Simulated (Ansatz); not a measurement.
## MgS (Fm-3m): G0W0 and the starting functional

```
Mg S
1.0
     0.00000    2.58000    2.58000
     2.58000    0.00000    2.58000
     2.58000    2.58000    0.00000
Mg S
1 1
Direct
  0.00000 0.00000 0.00000
  0.50000 0.50000 0.50000
```

Held fixed (Ansatz):

- datasets: hard PAW set made for 700 eV
- k mesh: 4×4×4
- empty bands: 221
- response cutoff: 200 eV
- frequencies: contour deformation
- q → 0 term: analytic weight of Carrier, Rohra and Görling
- band sums: cut at the band count

The gap is read from Γ to k = (0, -0.5, -0.5), linearised, between the Kohn-Sham band edges among the points solved. ε∞ is the electronic dielectric constant on this mesh. Wave cutoffs: 700, 700 eV in the order of the table.

Q: The orbitals come from PBE, r²SCAN in turn. Does G0W0 narrow the spread of the gaps between these starts?

A: The Kohn-Sham gaps spread over 0.69 eV and the G0W0 gaps over 0.37 eV, so the dependence on the start shrinks but stays.

```csv
orbitals,KS gap (eV),G0W0 gap (eV),ε∞
PBE,2.81,4.26,6.1
r²SCAN,3.50,4.63,5.1
```

The cell is a model at fixed atoms and needn't be the relaxed known crystal. The PAW or pseudopotential files were made with PBE. Points k are given in fractions of the reciprocal vectors. The mesh is coarse, so these are values at the stated settings, not converged ones. Band sums or response are cut, so the gap isn't at its basis limit. The gap is read on the mesh, and the crystal's band edges can lie off it. With r²SCAN or HSE06 the Kohn-Sham levels are generalised ones. Meshes this coarse can overestimate the dielectric constant by a tenth and more.
